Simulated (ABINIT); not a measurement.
# Ga (I4/mmm) in ABINIT: convergence with pawecutdg

Aim: find how far pawecutdg must go before the results for Ga settle, at PBEsol. This setting moves, with any that are tied to it; all else stays.

Program: ABINIT 10.8.3 (patched build). These are calculated values, not measurements. Logs are shortened: lines on timing, memory, paths and dates and some standing lists are left out, and cuts for length are marked. The log counts tension as positive stress, the text compression.

## (1) The structure

The structure is tetragonal, space group I4/mmm (No. 139). Conventional cell: a = 2.769 Å, b = 2.769 Å, c = 4.622 Å, α = 90.00°, β = 90.00°, γ = 90.00°. Around Ga (site symmetry 4/mmm) lie 12 Ga at 2.77 to 3.03 Å.

This isn't the form of Ga at room conditions, which is orthorhombic.

## (2) With pawecutdg 17 Ha

run.abi

```
pp_dirpath "./"
pseudos "Ga.GGA_PBE-JTH.xml"

acell 3.029005654 3.029005654 3.029005654 Angstrom
rprim
    -0.4570472550     0.4570472550     0.7630305455
     0.4570472550    -0.4570472550     0.7630305455
     0.4570472550     0.4570472550    -0.7630305455
ntypat 1
znucl 31
natom 1
typat 1
xred
     0.0000000000     0.0000000000     0.0000000000

ecut 462.593566 eV
pawecutdg 17.0
pawxcdev 0

kptopt 1
ngkpt 13 13 13
nshiftk 1
shiftk 0.0 0.0 0.0

ixc -116133

nband 11
occopt 4
tsmear 0.00367493

nstep 100
tolvrs 1.0e-9

iomode 3
prtwf 0
prtden 0
prteig 0
prtebands 0
```

Potentials or basis: JTH PAW PBE v2.0.

Run with:

```sh
$ abinit run.abi > log 2>&1
```

Wall time 25 s (1 thread of Arm Neoverse V1, shared host); peak memory 0.1 GiB.

It converged, with:

| Item | Value |
| --- | --- |
| Free energy | -2151.3184 eV |
| Pressure | -0.5 GPa |
| Band gap on the k mesh | none (metal or under the smearing width) |
| Valence electrons inside the program's atomic spheres | Ga 11.01 (radii [1.1132] Å) |

## (3) With pawecutdg 20.4

run.abi, as its differences from that of step 2:

```diff
@@ -16,3 +16,3 @@
 ecut 462.593566 eV
-pawecutdg 17.0
+pawecutdg 20.4
 pawxcdev 0
```

Potentials or basis: JTH PAW PBE v2.0.

Run with:

```sh
$ abinit run.abi > log 2>&1
```

Wall time 24 s (1 thread of Arm Neoverse V1, shared host); peak memory 0.1 GiB.

The run converged. Its results:

```
Free energy                                           : -2151.3184 eV
Pressure                                              : -0.5 GPa
Band gap on the k mesh                                : none (metal or under the smearing width)
Valence electrons inside the program's atomic spheres : Ga 11.01 (radii [1.1132] Å)
```

## (4) With pawecutdg 25.5

run.abi, as its differences from that of step 3:

```diff
@@ -16,3 +16,3 @@
 ecut 462.593566 eV
-pawecutdg 20.4
+pawecutdg 25.5
 pawxcdev 0
```

Run with:

```sh
$ abinit run.abi > log 2>&1
```

Wall time 24 s (1 thread of Arm Neoverse V1, shared host); peak memory 0.11 GiB.

Results (log left out):

* Free energy: -2151.3183 eV
* Pressure: -0.5 GPa
* Band gap on the k mesh: none (metal or under the smearing width)
* Valence electrons inside the program's atomic spheres: Ga 11.01 (radii [1.1132] Å)

## (5) With pawecutdg 30.6

run.abi, as its differences from that of step 4:

```diff
@@ -16,3 +16,3 @@
 ecut 462.593566 eV
-pawecutdg 25.5
+pawecutdg 30.6
 pawxcdev 0
```

Run with:

```sh
$ abinit run.abi > log 2>&1
```

It took 24 s on 1 thread of Arm Neoverse V1, shared host; peak memory 0.11 GiB.

It converged, with:

| Item | Value |
| --- | --- |
| Free energy | -2151.3184 eV |
| Pressure | -0.5 GPa |
| Band gap on the k mesh | none (metal or under the smearing width) |
| Valence electrons inside the program's atomic spheres | Ga 11.00 (radii [1.1132] Å) |

## (6) With pawecutdg 37.4

run.abi, as its differences from that of step 5:

```diff
@@ -16,3 +16,3 @@
 ecut 462.593566 eV
-pawecutdg 30.6
+pawecutdg 37.4
 pawxcdev 0
```

Potentials or basis: JTH PAW PBE v2.0.

Run with:

```sh
$ abinit run.abi > log 2>&1
```

Wall time 27 s (1 thread of Arm Neoverse V1, shared host); peak memory 0.11 GiB.

It converged, with:

| Property | Result |
| --- | --- |
| Free energy | -2151.3184 eV |
| Pressure | -0.5 GPa |
| Band gap on the k mesh | none (metal or under the smearing width) |
| Valence electrons inside the program's atomic spheres | Ga 11.00 (radii [1.1132] Å) |

## (7) With pawecutdg 45.9

run.abi, as its differences from that of step 6:

```diff
@@ -16,3 +16,3 @@
 ecut 462.593566 eV
-pawecutdg 37.4
+pawecutdg 45.9
 pawxcdev 0
```

Run with:

```sh
$ abinit run.abi > log 2>&1
```

It took 27 s on 1 thread of Arm Neoverse V1, shared host; peak memory 0.11 GiB.

Results (log left out):

- Free energy: -2151.3185 eV
- Pressure: -0.5 GPa
- Band gap on the k mesh: none (metal or under the smearing width)
- Valence electrons inside the program's atomic spheres: Ga 11.00 (radii [1.1132] Å)

## (8) With pawecutdg 56.1

run.abi, as its differences from that of step 7:

```diff
@@ -16,3 +16,3 @@
 ecut 462.593566 eV
-pawecutdg 45.9
+pawecutdg 56.1
 pawxcdev 0
```

Potentials or basis: JTH PAW PBE v2.0.

Run with:

```sh
$ abinit run.abi > log 2>&1
```

run.abo:

```text
.Version 10.8.3 of ABINIT
 Symmetries : space group I4/m m m (#139); Bravais tI (body-center tetrag.)
================================================================================
 Values of the parameters that define the memory need of the present run
     intxc =       0    ionmov =       0      iscf =      17    lmnmax =      18
     lnmax =       6     mgfft =      24  mpssoang =       3    mqgrid =    3001
     natom =       1  nloc_mem =       2    nspden =       1   nspinor =       1
    nsppol =       1      nsym =      16    n1xccc =       1    ntypat =       1
    occopt =       4   xclevel =       2
       mpw =         411          nfft =       13824          nkpt =         196
 PAW method is used; the additional fine FFT grid is defined by:
   mgfftf=        40    nfftf =     64000
================================================================================
================================================================================

--------------------------------------------------------------------------------
------------- Echo of variables that govern the present computation ------------
--------------------------------------------------------------------------------
 -outvars: echo values of preprocessed input variables --------
            acell      5.7239911199E+00  5.7239911199E+00  5.7239911199E+00 Bohr
              amu      6.97230000E+01
             ecut      1.70000000E+01 Hartree
                       outvar_i_n : Printing only first  50 k-points.
              ixc     -116133
                       outvar_i_n : Printing only first  50 k-points.
         kptrlatt       13    0    0      0   13    0      0    0   13
          kptrlen      6.80194952E+01
            natom           1
            nband          11
            ngfft          24      24      24
          ngfftdg          40      40      40
             nkpt         196
            nstep         100
             nsym          16
           ntypat           1
                       prtocc : prtvol=0, do not print more k-points.
           occopt           4
        pawecutdg      5.61000000E+01 Hartree
         pawxcdev           0
           prtden           0
        prtebands           0
           prteig           0
            prtwf           0
            rprim     -4.5704725500E-01  4.5704725500E-01  7.6303054550E-01
                       4.5704725500E-01 -4.5704725500E-01  7.6303054550E-01
                       4.5704725500E-01  4.5704725500E-01 -7.6303054550E-01
          spgroup         139
           tolvrs      1.00000000E-09
           tsmear      3.67493000E-03 Hartree
            typat      1
           useylm           1
                       outvars : Printing only first  50 k-points.
            znucl       31.00000

================================================================================

 chkinp: Checking input parameters for consistency.

================================================================================
== DATASET  1 ==================================================================

--- !DatasetInfo
iteration_state: {dtset: 1, }
dimensions: {natom: 1, nkpt: 196, mband: 11, nsppol: 1, nspinor: 1, nspden: 1, mpw: 411, }
cutoff_energies: {ecut:  17.0, pawecutdg:  56.1, }
electrons: {nelect:   1.30000000E+01, charge:   0.00000000E+00, occopt:   4.00000000E+00, tsmear:   3.67493000E-03, }
meta: {optdriver: 0, ionmov: 0, optcell: 0, iscf: 17, paral_kgb: 0, }
...

 Real(R)+Recip(G) space primitive vectors, cartesian coordinates (Bohr,Bohr^-1):
 R(1)= -2.6161344  2.6161344  4.3675801  G(1)=  0.0000000  0.1911217  0.1144799
 R(2)=  2.6161344 -2.6161344  4.3675801  G(2)=  0.1911217  0.0000000  0.1144799
 R(3)=  2.6161344  2.6161344 -4.3675801  G(3)=  0.1911217  0.1911217  0.0000000
 Unit cell volume ucvol=  1.1956966E+02 bohr^3
 Angles (23,13,12)=  1.25606528E+02  1.25606528E+02  8.05358051E+01 degrees
[... 47 lines left out ...]

 At SCF step    9       nres2   =  2.65E-10 < tolvrs=  1.00E-09 =>converged.

 Cartesian components of stress tensor (hartree/bohr^3)
  sigma(1 1)=  1.76765042E-05  sigma(3 2)=  0.00000000E+00
  sigma(2 2)=  1.76765042E-05  sigma(3 1)=  0.00000000E+00
  sigma(3 3)=  1.62909426E-05  sigma(2 1)=  0.00000000E+00

--- !ResultsGS
iteration_state: {dtset: 1, }
comment   : Summary of ground state results
lattice_vectors:
- [ -2.6161344,   2.6161344,   4.3675801, ]
- [  2.6161344,  -2.6161344,   4.3675801, ]
- [  2.6161344,   2.6161344,  -4.3675801, ]
lattice_lengths: [   5.72399,    5.72399,    5.72399, ]
lattice_angles: [125.607, 125.607,  80.536, ] # degrees, (23, 13, 12)
lattice_volume:   1.1956966E+02
convergence: {deltae: -5.528E-12, res2:  2.653E-10, residm:  1.469E-05, diffor: null, }
etotal    :  -7.90594974E+01
entropy   :   0.00000000E+00
fermie    :   2.21353001E-01
cartesian_stress_tensor: # hartree/bohr^3
- [  1.76765042E-05,   0.00000000E+00,   0.00000000E+00, ]
- [  0.00000000E+00,   1.76765042E-05,   0.00000000E+00, ]
- [  0.00000000E+00,   0.00000000E+00,   1.62909426E-05, ]
pressure_GPa:  -5.0647E-01
xred      :
- [  0.0000E+00,   0.0000E+00,   0.0000E+00, Ga]
cartesian_forces: # hartree/bohr
- [ -0.00000000E+00,  -0.00000000E+00,  -0.00000000E+00, ]
force_length_stats: {min:   0.00000000E+00, max:   0.00000000E+00, mean:   0.00000000E+00, }
...

 Integrated electronic density in atomic spheres:
 ------------------------------------------------
 Atom  Sphere_radius  Integrated_density
    1        2.10359         11.00038898

================================================================================

 ----iterations are completed or convergence reached----

 Mean square residual over all n,k,spin=   23.880E-09; max=  14.695E-06
 reduced coordinates (array xred) for    1 atoms
       0.000000000000      0.000000000000      0.000000000000
 rms dE/dt=  0.0000E+00; max dE/dt=  0.0000E+00; dE/dt below (all hartree)
    1       0.000000000000      0.000000000000      0.000000000000

 cartesian coordinates (angstrom) at end:
    1      0.00000000000000     0.00000000000000     0.00000000000000

 cartesian forces (hartree/bohr) at end:
    1     -0.00000000000000    -0.00000000000000    -0.00000000000000
 frms,max,avg= 0.0000000E+00 0.0000000E+00   0.000E+00  0.000E+00  0.000E+00 h/b

 cartesian forces (eV/Angstrom) at end:
    1     -0.00000000000000    -0.00000000000000    -0.00000000000000
 frms,max,avg= 0.0000000E+00 0.0000000E+00   0.000E+00  0.000E+00  0.000E+00 e/A
 length scales=  5.723991119886  5.723991119886  5.723991119886 bohr
              =  3.029005654000  3.029005654000  3.029005654000 angstroms
 Fermi (or HOMO) energy (hartree) =   0.22135   Average Vxc (hartree)=  -0.37720
 Eigenvalues (hartree) for nkpt= 196  k points:
 kpt#   1, nband= 11, wtk=  0.00046, kpt=  0.0000  0.0000  0.0000 (reduced coord)
  -0.32865   -0.32281   -0.32148   -0.32148   -0.31542   -0.20070    0.68939    0.70105
   0.70105    0.81955    0.83531
      occupation numbers for kpt#   1
   2.00000    2.00000    2.00000    2.00000    2.00000    2.00000    0.00000    0.00000
   0.00000    0.00000    0.00000
 prteigrs : prtvol=0 or 1, do not print more k-points.

--- !EnergyTerms
iteration_state     : {dtset: 1, }
comment             : Components of total free energy in Hartree
kinetic             :  4.90307497075308E+00
hartree             :  2.07335686598703E+01
xc                  : -1.60734672182719E+00
Ewald energy        : -4.94934242503328E+01
psp_core            :  2.56783015919570E+00
local_psp           : -5.60551301601360E+01
PAW spherical_terms : -1.08077720080050E-01
internal            : -7.90595050625571E+01
'-kT*entropy'       :  1.05787470252245E-05
total_energy        : -7.90594944838100E+01
total_energy_eV     : -2.15131844081096E+03
...

--- !EnergyTermsDC
iteration_state     : {dtset: 1, }
comment             : '"Double-counting" decomposition of free energy'
band_energy         : -3.04738963054612E+00
Ewald energy        : -4.94934242503328E+01
psp_core            :  2.56783015919570E+00
xc_dc               : -2.02997216470399E+01
PAW spherical_terms : -8.78680260007089E+00
internal            : -7.90595079687940E+01
'-kT*entropy'       :  1.05787470252245E-05
total_energy_dc     : -7.90594973900470E+01
total_energy_dc_eV  : -2.15131851989370E+03
...

--- !EnergyTermsWithPAWCore
iteration_state     : {dtset: 1, }
comment             : 'Components of total free energy, including PAW core contributions'
Total energy        : -1.94258164365520E+03
Total energy DC     : -1.94258164656144E+03
Total energy (eV)   : -5.28603394198543E+04
Total energy DC (eV): -5.28603394989370E+04
...

 Cartesian components of stress tensor (hartree/bohr^3)
  sigma(1 1)=  1.76765042E-05  sigma(3 2)=  0.00000000E+00
  sigma(2 2)=  1.76765042E-05  sigma(3 1)=  0.00000000E+00
  sigma(3 3)=  1.62909426E-05  sigma(2 1)=  0.00000000E+00

-Cartesian components of stress tensor (GPa)         [Pressure= -5.0647E-01 GPa]
- sigma(1 1)=  5.20060710E-01  sigma(3 2)=  0.00000000E+00
- sigma(2 2)=  5.20060710E-01  sigma(3 1)=  0.00000000E+00
- sigma(3 3)=  4.79296078E-01  sigma(2 1)=  0.00000000E+00

== END DATASET(S) ==============================================================
================================================================================

 -outvars: echo values of variables after computation  --------
            acell      5.7239911199E+00  5.7239911199E+00  5.7239911199E+00 Bohr
           etotal     -7.9059497390E+01
            fcart     -0.0000000000E+00 -0.0000000000E+00 -0.0000000000E+00
            rprim     -4.5704725500E-01  4.5704725500E-01  7.6303054550E-01
                       4.5704725500E-01 -4.5704725500E-01  7.6303054550E-01
                       4.5704725500E-01  4.5704725500E-01 -7.6303054550E-01
           strten      1.7676504235E-05  1.7676504235E-05  1.6290942569E-05
                       0.0000000000E+00  0.0000000000E+00  0.0000000000E+00
 Calculation completed.
```

Wall time 27 s (1 thread of Arm Neoverse V1, shared host); peak memory 0.12 GiB.

What came out:

```yaml
Free_energy: -2151.3185 eV
Pressure: -0.5 GPa
Band_gap_on_the_k_mesh: none (metal or under the smearing width)
Valence_electrons_inside_the_program's_atomic_spheres: Ga 11.00 (radii [1.1132] Å)
```

## (9) The series at a glance

```
pawecutdg  energy less the tightest run (meV/atom)  SCF cycles  CPU time (s)  peak memory (GiB)
    17 Ha                                     0.08           8            25                0.1
     20.4                                     0.08           8            24                0.1
     25.5                                     0.23           8            24               0.11
     30.6                                     0.10           8            24               0.11
     37.4                                     0.10           9            27               0.11
     45.9                                     0.00           9            27               0.11
     56.1                                     0.00           9            27               0.12
```

Against the tightest run, the energy stays within 1 meV/atom from 17 Ha on. The tightest run that finished is the yardstick and may itself not be fully converged.

Caveats: the PAW data sets were made with another functional, which shifts forces and pressure a little.
